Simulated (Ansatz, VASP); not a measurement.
**One calculation of BN, two programs**

```xyz
4
Lattice="2.5037 0.0000 0.0000 -1.2519 2.1683 0.0000 0.0000 0.0000 4.1415" Properties=species:S:1:pos:R:3 pbc="T T T"
B     1.2519    0.7228    0.0010
B     0.0000    1.4455    2.0718
N     1.2519    0.7228    1.5520
N     0.0000    1.4455    3.6227
```

Alike in both runs: task relaxation of shape and atoms at fixed volume; functional r2SCAN; dispersion D3(BJ); k mesh 10 × 10 × 6; occupations gaussian, width 0.05 eV; no spin polarisation.

```csv
,VASP,Ansatz
version,VASP 6.6.1,Ansatz 0.2.0
potentials or method,"VASP PAW PBE potentials, release 64 (B, N)","scalar-relativistic, plane waves, PAW"
plane-wave cutoff (eV),600,500
valence electrons in the cell,16,16
```

Ansatz gave:

- gap on the k mesh at the Fermi level, each at its own relaxed structure (eV): 5.87
- relaxed volume (Å³/atom): 5.62
- relaxed cell length with the largest relative difference (Å): 4.142

Task: Estimate VASP's values.

Result: gap on the k mesh at the Fermi level, each at its own relaxed structure (eV): 5.83; relaxed volume (Å³/atom): 5.62; relaxed cell length with the largest relative difference (Å): 4.142.

Ansatz warned: «dispersion_damping_borrowed».

Caveats: the PAW data sets were made with another functional, which shifts forces and pressure a little (VASP). r2SCAN opens gaps a little over a GGA but as a rule still falls short of measured ones. A k mesh can miss the band edges.
